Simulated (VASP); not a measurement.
# Pb7Se8 (a cell with a defect) in VASP: notebook, part 2 of 2

VASP 6.6.1. Earlier steps stand in the parts before.

### 5 Single point, PBE

File INCAR:

```
SYSTEM = Pb7Se8
PREC = Accurate ; ENCUT = 520
EDIFF = 1E-7 ; ISMEAR = -1
SIGMA = 0.05 ; LREAL = Auto
LASPH = .True. ; NELM = 100
ALGO = Fast ; ISIF = 2
LWAVE = .False. ; LCHARG = .False.
GGA = PE ; NBANDS = 86
```

File KPOINTS:

```
regular mesh
0
Gamma
  2 2 2
  0 0 0
```

File POSCAR:

```
Pb7Se8
1.0
    0.0000000000      6.0969200000      6.0969200000
    6.0969200000      0.0000000000      6.0969200000
    6.0969200000      6.0969200000      0.0000000000
Se Pb
8 7
Direct
    0.2442459471      0.2338948190      0.2754293971
    0.2983266141      0.2542855245      0.7453915256
    0.2247652093      0.7582863971      0.2415016927
    0.2429614461      0.7739853073      0.7379436666
    0.7549624236      0.2619897424      0.2259384246
    0.6999623580      0.2542820801      0.7454085834
    0.7734090328      0.7583119017      0.2414711034
    0.7539367418      0.7241736811      0.7657681255
   -0.0165703339     -0.0097619782      0.4969396023
    0.0144242503      0.5030642521      0.0096887445
   -0.0011996221      0.1113114491      0.8890423361
    0.4990755168     -0.0278231468      0.0275930306
    0.5271706862     -0.0097182676      0.4969403404
    0.4706143430      0.5030558052      0.0097121169
    0.4988885372      0.5416109281      0.4585724431
```

Potentials or basis: VASP PAW PBE potentials, release 64 (Se, Pb_d).

Started as:

```sh
$ cat potpaw_PBE.64/Se/POTCAR potpaw_PBE.64/Pb_d/POTCAR > POTCAR
$ mpirun -np 1 vasp_std > vasp.out
```

OUTCAR:

```text
SYSTEM = Pb7Se8
   PREC = Accurate
   ENCUT = 520
   EDIFF = 1E-7
   ISMEAR = -1
   LREAL = Auto
   LASPH = .True.
   NELM = 100
   ISIF = 2
   GGA = PE

 ion  position               nearest neighbor table
   1  0.244  0.234  0.275-  14 3.03  10 3.03  13 3.09   9 3.09  12 3.11
   2  0.298  0.254  0.745-  11 2.86  12 2.99  15 3.02  13 3.13  10 3.14
   3  0.225  0.758  0.242-  14 2.97   9 2.97  12 3.00  15 3.02
   4  0.243  0.774  0.738-  14 3.06  10 3.06  13 3.07   9 3.07  11 3.08  15 3.13
   5  0.755  0.262  0.226-   9 3.06  13 3.06  10 3.07  14 3.07  11 3.08  15 3.13
   6  0.700  0.254  0.745-  11 2.86  12 2.99  15 3.02   9 3.13  14 3.14
   7  0.773  0.758  0.241-  10 2.97  13 2.97  12 3.00  15 3.02
   8  0.754  0.724  0.766-   9 3.03  13 3.03  10 3.09  14 3.09  12 3.11
   9  0.983  0.990  0.497-   3 2.97   8 3.03   5 3.06   4 3.07   1 3.09   6 3.13  13 3.93  11 4.08

  10  0.014  0.503  0.010-   7 2.97   1 3.03   4 3.06   5 3.07   8 3.09   2 3.14  14 3.93  11 4.08

  11  0.999  0.111  0.889-   6 2.86   2 2.86   5 3.08   4 3.08  10 4.08  14 4.08  13 4.08   9 4.08

  12  0.499  0.972  0.028-   2 2.99   6 2.99   3 3.00   7 3.00   1 3.11   8 3.11  15 3.71
  13  0.527  0.990  0.497-   7 2.97   8 3.03   5 3.06   4 3.07   1 3.09   2 3.13   9 3.93  11 4.08

  14  0.471  0.503  0.010-   3 2.97   1 3.03   4 3.06   5 3.07   8 3.09   6 3.14  10 3.93  11 4.08

  15  0.499  0.542  0.459-   3 3.02   7 3.02   2 3.02   6 3.02   4 3.13   5 3.13  12 3.71

  LATTYP: Found a face centered cubic cell.
 ALAT       =    12.1938400000

  Lattice vectors:

 A1 = (   0.0000000000,   6.0969200000,   6.0969200000)
 A2 = (   6.0969200000,   0.0000000000,   6.0969200000)
 A3 = (   6.0969200000,   6.0969200000,   0.0000000000)

Analysis of symmetry for initial positions (statically):
=====================================================================
 Subroutine PRICEL returns:
 Original cell was already a primitive cell.

[... 166 lines left out ...]
   NGX = 33   NGY = 33   NGZ = 33

 number of electron     146.0000001 magnetization

 Free energy of the ion-electron system (eV)
  ---------------------------------------------------
  ext. energy  EPLUGINS =         0.00000000
  ---------------------------------------------------
  free energy    TOTEN  =       -59.31178263 eV

  energy without entropy =      -59.22975365  energy(sigma->0) =      -59.27076814

 E-fermi :   3.9059     XC(G=0):  -9.1841

 val. band max:        3.9022775051   @ k =   0.0000   0.5000   0.5000
 cond. band min:       3.9236731458   @ k =   0.0000   0.5000   0.0000
 fundamental gap:      0.0213956407
 Fermi energy:         3.9058564276

 k-point     1 :       0.0000    0.0000    0.0000
  band No.  band energies     occupation
      1     -12.7533      2.00000
      2     -12.6991      2.00000
      3     -12.6968      2.00000
      4     -12.6931      2.00000
      5     -12.6808      2.00000
      6     -12.6617      2.00000
[... 693 lines left out ...]
     84       7.7400      0.00000
     85       7.9332      0.00000
 [bands above 85 left out]

------------------------ aborting loop because EDIFF is reached ----------------------------------------

  FORCE on cell =-STRESS in cart. coord.  units (eV):
  Direction    XX          YY          ZZ          XY          YZ          ZX
  --------------------------------------------------------------------------------------
  -------------------------------------------------------------------------------------
  Total        0.0124779      1.9884621      2.0054458      0.0058940      0.1661293     -0.0002140
  in kB        0.0441053      7.0285611      7.0885928      0.0208335      0.5872126     -0.0007565
  external PRESSURE =       4.7204197 kB  Pullay stress =       0.0000000 kB

 VOLUME and BASIS-vectors are now :
 -----------------------------------------------------------------------------
  energy-cutoff  :      520.00
  volume of cell :      453.27
      direct lattice vectors                 reciprocal lattice vectors
     0.000000000  6.096920000  6.096920000    -0.082008621  0.082008621  0.082008621
     6.096920000  0.000000000  6.096920000     0.082008621 -0.082008621  0.082008621
     6.096920000  6.096920000  0.000000000     0.082008621  0.082008621 -0.082008621

 POSITION                                       TOTAL-FORCE (eV/Angst)
 -----------------------------------------------------------------------------------
      3.10531      3.16842      2.91519        -0.069661     -0.065724      0.061866
      6.09495      6.36347      3.36923         0.000928     -0.139858     -0.061610
      6.09563      2.84279      5.99359        -0.000647     -0.025978      0.082467
      9.21811      5.98050      6.20024        -0.071525      0.026192     -0.027404
      2.97486      5.98047      6.20028         0.074501      0.026745     -0.026190
      6.09503      8.81231      5.81795        -0.001953      0.060311      0.134320
      6.09560      6.18764      9.33878         0.002132     -0.075246      0.027588
      9.08406      9.26552      9.01192         0.070049     -0.066710      0.062557
      9.06720      9.02569     12.03329         0.034808      0.004596      0.033572
      3.12621      0.14702      3.15509        -0.031534     -0.030875     -0.008206
      6.09908     11.51003      6.76826        -0.004331      0.414594     -0.410036
      6.09552      3.21106      8.97011        -0.000213     -0.107838      0.107097
      9.06747      6.24392      9.25179         0.032254     -0.030036     -0.008310
      3.12630      2.92851      5.93639        -0.034391      0.004305      0.035148
      6.09804      5.83756      6.34384        -0.000417      0.005522     -0.002858
 -----------------------------------------------------------------------------------
    total drift:                                0.002429      0.019671      0.022651

  FREE ENERGIE OF THE ION-ELECTRON SYSTEM (eV)
  ---------------------------------------------------
  free  energy   TOTEN  =       -59.3117826315 eV

  energy  without entropy=      -59.2297536507  energy(sigma->0) =      -59.27076814
```

stdout:

```text
POSCAR found type information on POSCAR SePb
 POSCAR found :  2 types and      15 ions
 scaLAPACK will be used
 LDA part: xc-table for (Slater+PW92), standard interpolation
 POSCAR, INCAR and KPOINTS ok, starting setup
 FFT: planning ... GRIDC
 FFT: planning ... GRID_SOFT
 FFT: planning ... GRID
 WAVECAR not read
 entering main loop
```

Run time: 8.2 min. Hardware: 1 thread of AMD EPYC 9R45 (Zen 5), shared host; peak memory 0.63 GiB.

What came out:

```yaml
Free_energy: -59.3118 eV
Pressure: 0.5 GPa
Largest_force: 0.583 eV/Å
Band_gap_on_the_k_mesh: none (metal or under the smearing width)
```

Forces in eV/Å, atoms in the order of the input:
```
Se  -0.070 -0.066  0.062
Se   0.001 -0.140 -0.062
Se  -0.001 -0.026  0.082
Se  -0.072  0.026 -0.027
Se   0.075  0.027 -0.026
Se  -0.002  0.060  0.134
Se   0.002 -0.075  0.028
Se   0.070 -0.067  0.063
Pb   0.035  0.005  0.034
Pb  -0.032 -0.031 -0.008
Pb  -0.004  0.415 -0.410
Pb   0.000 -0.108  0.107
Pb   0.032 -0.030 -0.008
Pb  -0.034  0.004  0.035
Pb   0.000  0.006 -0.003
```

Stress tensor (GPa, compression positive):
```
0.00 0.00 0.00
0.00 0.70 0.06
0.00 0.06 0.71
```

Levels at points of the mesh, in eV from the Fermi level:
```tsv
k point	band 71	band 72	band 73	band 74	band 75	band 76
(0.00, 0.00, 0.00)	-0.61	-0.21	0.22	0.49	0.74	1.19
(0.50, 0.00, 0.00)	-0.74	-0.73	-0.34	-0.05	2.25	2.56
(0.00, 0.50, 0.00)	-0.80	-0.73	-0.51	0.02	1.97	2.70
(0.00, 0.00, 0.50)	-0.80	-0.73	-0.50	0.02	1.97	2.70
(0.50, 0.50, 0.50)	-0.74	-0.73	-0.34	-0.05	2.25	2.56
(0.50, 0.50, 0.00)	-0.15	-0.13	0.03	0.24	1.74	1.94
(0.00, 0.50, 0.50)	-0.24	-0.13	-0.06	0.00	1.60	1.86
(0.50, 0.00, 0.50)	-0.15	-0.13	0.03	0.24	1.74	1.94
```

Caveat: the k mesh is coarse (spacing up to 0.45 Å⁻¹), so the values aren't converged. The run has no spin-orbit coupling, so splittings on Pb are missing.

### 6 Single point, PBE

File INCAR:

```
PREC = Accurate
ENCUT = 520
EDIFF = 1E-6
ISMEAR = -1
SIGMA = 0.05
LREAL = Auto
LASPH = True
NELM = 100
ALGO = Fast
ISIF = 2
LWAVE = False
LCHARG = False
GGA = PE
NBANDS = 86
```

File KPOINTS:

```
Automatic mesh
0
Gamma
  2 2 2
```

File POSCAR:

```
Pb7Se8
1.0
    0.0000000000      6.0969200000      6.0969200000
    6.0969200000      0.0000000000      6.0969200000
    6.0969200000      6.0969200000      0.0000000000
Se Pb
8 7
Direct
    0.2513313279      0.2483202994      0.2469914317
    0.2514299843      0.2479136187      0.7519035021
    0.2514713987      0.7526746292      0.2469814267
    0.2490532925      0.7502994955      0.7492773400
    0.7489990848      0.2504122573      0.2491877046
    0.7468877728      0.2481902338      0.7514666422
    0.7467794395      0.7525310321      0.2472708351
    0.7468725192      0.7528455351      0.7514454839
   -0.0011236001      0.0008359139      0.4993146540
   -0.0012608825      0.5004665470     -0.0001798449
   -0.0013528142      0.0002261798      0.9995668305
    0.4992581500      0.0002183069     -0.0005358443
    0.4987881586      0.0005172284      0.4997693097
    0.4990550967      0.5005058292     -0.0007274165
    0.4985476273      0.5001677896      0.4996120992
```

Potentials or basis: VASP PAW PBE potentials, release 64 (Se, Pb_d).

Started as:

```sh
$ cat potpaw_PBE.64/Se/POTCAR potpaw_PBE.64/Pb_d/POTCAR > POTCAR
$ mpirun -np 1 vasp_std > vasp.out
```

Wall time 9.3 min (1 thread of Intel Xeon Platinum 8488C (Sapphire Rapids), shared host); peak memory 0.66 GiB.

It converged, with:

* Free energy: -59.8524 eV
* Pressure: 0.4 GPa
* Largest force: 0.011 eV/Å
* Band gap on the k mesh: none (metal or under the smearing width)

Forces in eV/Å, atoms in the order of the input:
```
Se  -0.010 -0.002 -0.001
Se  -0.002  0.001 -0.002
Se   0.001 -0.004  0.007
Se   0.001 -0.006 -0.002
Se   0.000 -0.003 -0.004
Se   0.002 -0.002 -0.010
Se   0.001 -0.007  0.002
Se   0.009 -0.003 -0.001
Pb  -0.003  0.008 -0.001
Pb  -0.001  0.003  0.006
Pb  -0.003  0.005  0.001
Pb   0.003  0.002  0.000
Pb  -0.001  0.004  0.001
Pb   0.002  0.003  0.001
Pb   0.001  0.001  0.002
```

Levels at points of the mesh, in eV from the Fermi level:
| k point | band 70 | band 71 | band 72 | band 73 | band 74 | band 75 | band 76 | band 77 |
| --- | --- | --- | --- | --- | --- | --- | --- | --- |
| (0.00, 0.00, 0.00) | -0.59 | -0.59 | 0.51 | 0.51 | 0.51 | 0.72 | 1.07 | 1.07 |
| (0.50, 0.00, 0.00) | -1.06 | -0.74 | -0.74 | -0.69 | 0.06 | 2.35 | 2.94 | 3.21 |
| (0.00, 0.50, 0.00) | -1.06 | -0.74 | -0.74 | -0.69 | 0.06 | 2.35 | 2.94 | 3.21 |
| (0.00, 0.00, 0.50) | -1.06 | -0.74 | -0.74 | -0.69 | 0.06 | 2.35 | 2.94 | 3.21 |
| (0.50, 0.50, 0.50) | -1.06 | -0.74 | -0.74 | -0.69 | 0.06 | 2.35 | 2.94 | 3.20 |
| (0.50, 0.50, 0.00) | -0.24 | -0.23 | -0.14 | -0.14 | 0.00 | 1.81 | 1.82 | 2.16 |
| (0.00, 0.50, 0.50) | -0.24 | -0.23 | -0.14 | -0.14 | 0.00 | 1.81 | 1.82 | 2.16 |
| (0.50, 0.00, 0.50) | -0.24 | -0.23 | -0.14 | -0.14 | 0.00 | 1.81 | 1.82 | 2.16 |

Caveat: the k mesh is coarse (spacing up to 0.45 Å⁻¹), so the values aren't converged.
